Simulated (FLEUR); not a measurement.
**ZrSe2 under changes of volume**

One of the cells (25.784 Å³/atom); the others are scaled copies at fixed shape and fractional positions:

```
Zr Se
1.0
     3.79800    0.00000    0.00000
    -1.89900    3.28916    0.00000
     0.00000    0.00000    6.19200
Zr Se
1 2
Direct
  0.00000 0.00000 0.00000
  0.66667 0.33333 0.75000
  0.33333 0.66667 0.25000
```

```yaml
Program: FLEUR MaX-R8.1 (later development tree)
Functional: PBEsol
Potentials_or_basis: all-electron
Basis: FLAPW
Kmax: 4.69 1/bohr
k_mesh: 8 × 8 × 5
Occupations: fermi-dirac, width 0.05 eV
Spin: no spin polarisation
```

```csv
volume (Å³/atom),energy over the lowest point (meV/atom),gap on the mesh (eV)
24.237,?,?
24.753,3.02,0.31
25.784,0.00,0.36
26.815,16.82,0.40
27.331,31.45,0.42
```

Question: What does the run at 24.237 Å³/atom give?

Answer: Energy over the lowest point 13.35 meV/atom; gap on the mesh 0.28 eV.

Worked out: A Birch-Murnaghan fit of order 2 (a polynomial in V^(-2/3)) to the other rows has its minimum at 25.40 Å³/atom with B0 = V·E''(V) = 81 GPa at fixed shape and positions, which overstates the stiffness. It gives 13.30 meV/atom at 24.237 Å³/atom, against the run's 13.35. A straight line through the other rows of the gap, of slope 1.1 eV per unit of ln V, extrapolates to 0.29 eV, against the run's 0.28.

Energies are extrapolated to zero smearing.

Caveats: an odd mesh through Γ misses points on the zone boundary, where band edges often lie; this functional lacks dispersion, which binds the layers, so the pressure and a relaxed spacing across them are unreliable. Spin-orbit coupling on Se, Zr is left out.
